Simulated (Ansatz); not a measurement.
# CrCuO2: the cost of one run

Method: DFT PBE+U (U_eff = 2 eV on Cr d, Cu d), plane waves, PAW, in Ansatz 0.2.0.

## (1) The starting structure

The structure is trigonal, space group R-3m (No. 166). The conventional cell has a = 2.973 Å, b = 2.973 Å, c = 17.100 Å, α = 90.00°, β = 90.00°, γ = 120.00°. Around Cr (site symmetry -3m) lie 6 O at 1.99 Å. Around Cu (site symmetry -3m) lie 2 O at 1.85 Å. Around O (site symmetry 3m) lie 1 Cu at 1.85 Å and 3 Cr at 1.99 Å.

Coordinates:

```xyz
4
Lattice="1.4867 0.8583 5.7000 -1.4867 0.8583 5.7000 0.0000 -1.7167 5.7000" Properties=species:S:1:pos:R:3 pbc="T T T"
Cr    0.0000    0.0000    8.5500
Cu    0.0000    0.0000    0.0000
O     0.0000    0.0000    1.8454
O     0.0000    0.0000   15.2546
```

Magnetic order typed: ferromagnetic.

An earlier series on this cell reached its lowest free state from «from atoms, symmetry kept, no search», perhaps among other starts.

## (2) Random orbitals: single harmonics, second filling

input.yaml

```yaml
crystal:
  lattice:
    - [1.48670051, 0.85834694, 5.70000191]
    - [-1.48670051, 0.85834694, 5.70000191]
    - [0.0, -1.71669388, 5.70000191]
  atoms:
    - { symbol: Cr, position: [0.5, 0.5, 0.5], spin: 2.0, spin_axis: [1.0, 0.0, 0.0] }
    - { symbol: Cu, position: [0.0, 0.0, 0.0], spin: 1.0, spin_axis: [1.0, 0.0, 0.0] }
    - { symbol: O, position: [0.10792, 0.10792, 0.10792] }
    - { symbol: O, position: [0.89208, 0.89208, 0.89208] }
basis:
  ecutwfc: 420
  ecutrho_ratio: 4
kpoints:
  mp_grid: { grid: [7, 7, 7] }
hamiltonian:
  xc: pbe
  hubbard:
    sites:
      - { site: 0, l: d, u_eff: 2.0, starting_ns: [{ occupation_matrix: s0 }] }
      - { site: 1, l: d, u_eff: 2.0, starting_ns: [{ occupation_matrix: s1 }] }
    occupation_matrices:
      s0:
        spinor_matrix:
          - [[0.495, 0.0], [0.0, 0.0], [0.0, 0.0], [0.0, 0.0], [0.0, 0.0], [0.475, 0.0], [0.0, 0.0], [0.0, 0.0], [0.0, 0.0], [0.0, 0.0]]
          - [[0.0, 0.0], [0.02, 0.0], [0.0, 0.0], [0.0, 0.0], [0.0, 0.0], [0.0, 0.0], [0.0, 0.0], [0.0, 0.0], [0.0, 0.0], [0.0, 0.0]]
          - [[0.0, 0.0], [0.0, 0.0], [0.97, 0.0], [0.0, 0.0], [0.0, 0.0], [0.0, 0.0], [0.0, 0.0], [0.0, 0.0], [0.0, 0.0], [0.0, 0.0]]
          - [[0.0, 0.0], [0.0, 0.0], [0.0, 0.0], [0.495, 0.0], [0.0, 0.0], [0.0, 0.0], [0.0, 0.0], [0.0, 0.0], [0.475, 0.0], [0.0, 0.0]]
          - [[0.0, 0.0], [0.0, 0.0], [0.0, 0.0], [0.0, 0.0], [0.02, 0.0], [0.0, 0.0], [0.0, 0.0], [0.0, 0.0], [0.0, 0.0], [0.0, 0.0]]
          - [[0.475, 0.0], [0.0, 0.0], [0.0, 0.0], [0.0, 0.0], [0.0, 0.0], [0.495, 0.0], [0.0, 0.0], [0.0, 0.0], [0.0, 0.0], [0.0, 0.0]]
          - [[0.0, 0.0], [0.0, 0.0], [0.0, 0.0], [0.0, 0.0], [0.0, 0.0], [0.0, 0.0], [0.02, 0.0], [0.0, 0.0], [0.0, 0.0], [0.0, 0.0]]
          - [[0.0, 0.0], [0.0, 0.0], [0.0, 0.0], [0.0, 0.0], [0.0, 0.0], [0.0, 0.0], [0.0, 0.0], [0.97, 0.0], [0.0, 0.0], [0.0, 0.0]]
          - [[0.0, 0.0], [0.0, 0.0], [0.0, 0.0], [0.475, 0.0], [0.0, 0.0], [0.0, 0.0], [0.0, 0.0], [0.0, 0.0], [0.495, 0.0], [0.0, 0.0]]
          - [[0.0, 0.0], [0.0, 0.0], [0.0, 0.0], [0.0, 0.0], [0.0, 0.0], [0.0, 0.0], [0.0, 0.0], [0.0, 0.0], [0.0, 0.0], [0.02, 0.0]]
      s1:
        spinor_matrix:
          - [[0.97, 0.0], [0.0, 0.0], [0.0, 0.0], [0.0, 0.0], [0.0, 0.0], [0.0, 0.0], [0.0, 0.0], [0.0, 0.0], [0.0, 0.0], [0.0, 0.0]]
          - [[0.0, 0.0], [0.97, 0.0], [0.0, 0.0], [0.0, 0.0], [0.0, 0.0], [0.0, 0.0], [0.0, 0.0], [0.0, 0.0], [0.0, 0.0], [0.0, 0.0]]
          - [[0.0, 0.0], [0.0, 0.0], [0.97, 0.0], [0.0, 0.0], [0.0, 0.0], [0.0, 0.0], [0.0, 0.0], [0.0, 0.0], [0.0, 0.0], [0.0, 0.0]]
          - [[0.0, 0.0], [0.0, 0.0], [0.0, 0.0], [0.495, 0.0], [0.0, 0.0], [0.0, 0.0], [0.0, 0.0], [0.0, 0.0], [0.475, 0.0], [0.0, 0.0]]
          - [[0.0, 0.0], [0.0, 0.0], [0.0, 0.0], [0.0, 0.0], [0.97, 0.0], [0.0, 0.0], [0.0, 0.0], [0.0, 0.0], [0.0, 0.0], [0.0, 0.0]]
          - [[0.0, 0.0], [0.0, 0.0], [0.0, 0.0], [0.0, 0.0], [0.0, 0.0], [0.97, 0.0], [0.0, 0.0], [0.0, 0.0], [0.0, 0.0], [0.0, 0.0]]
          - [[0.0, 0.0], [0.0, 0.0], [0.0, 0.0], [0.0, 0.0], [0.0, 0.0], [0.0, 0.0], [0.97, 0.0], [0.0, 0.0], [0.0, 0.0], [0.0, 0.0]]
          - [[0.0, 0.0], [0.0, 0.0], [0.0, 0.0], [0.0, 0.0], [0.0, 0.0], [0.0, 0.0], [0.0, 0.0], [0.97, 0.0], [0.0, 0.0], [0.0, 0.0]]
          - [[0.0, 0.0], [0.0, 0.0], [0.0, 0.0], [0.475, 0.0], [0.0, 0.0], [0.0, 0.0], [0.0, 0.0], [0.0, 0.0], [0.495, 0.0], [0.0, 0.0]]
          - [[0.0, 0.0], [0.0, 0.0], [0.0, 0.0], [0.0, 0.0], [0.0, 0.0], [0.0, 0.0], [0.0, 0.0], [0.0, 0.0], [0.0, 0.0], [0.97, 0.0]]
    ns_hold: until_converged
scf:
  occupations: { method: gaussian, width: 0.05 }
  lower_state_search: "off"
  max_iter: 150
output:
  forces: true
  stress: true
  eigenvalues: true
  populations: true
  hubbard: { sites: [{ site: 0, l: d }, { site: 1, l: d }] }
magnetization:
  noncollinear: true
  spin_orbit: true
```

The typed matrices put 0.97 on the chosen orbitals and 0.02 on the others, and are held until the SCF converges, then released. This run includes spin–orbit coupling.

The run is started by

```
> ansatz run input.yaml --threads 4 --pin off --max-ram 6144MiB --backend cpu --events-out ev --progress --plain --runs-dir out
```

Q: Estimate wall time and peak memory on 4 threads of Arm Neoverse V1, shared host.

About 1.7 min, with a peak of 1.1 GiB.
